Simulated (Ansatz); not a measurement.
Relaxed BaSnO3 (cubic perovskite):

```
BaSnO3
1.0
    4.13052     0.00000     0.00000
    0.00000     4.13052     0.00000
    0.00000     0.00000     4.13052
Ba Sn O
1 1 3
Direct
  0.00000   0.00000   0.00000
  0.50000   0.50000   0.50000
  0.00000   0.50000   0.50000
  0.50000   0.50000   0.00000
  0.50000   0.00000   0.50000
```

The numbers are results of r2SCAN (plane waves to 500 eV, PAW, scalar-relativistic; Ansatz, a program for electronic structure), not measurements. k mesh 7×7×7 (Γ-centred), Fermi-Dirac smearing 0.05 eV. BaSnO3 was relaxed with its symmetry unable to fall. The PAW data are Ansatz's earlier set.

One atom of the cell was then moved (with its periodic images), all else fixed, and the forces (eV/Å) came out as:

```csv
atom,Fx,Fy,Fz
Ba1,-0.540,0.000,-0.540
Sn2,-0.333,0.000,-0.333
O3,-1.054,0.000,0.115
O4,0.115,0.000,-1.054
O5,1.812,0.000,1.812
```

Which atom was moved, and by which vector (Å)?

O5, by (-0.34, 0.00, -0.34), 0.48 Å in all.

(A displaced cell: forces are minus the slopes of the energy, force constants its curvatures, and phonons follow from these.)
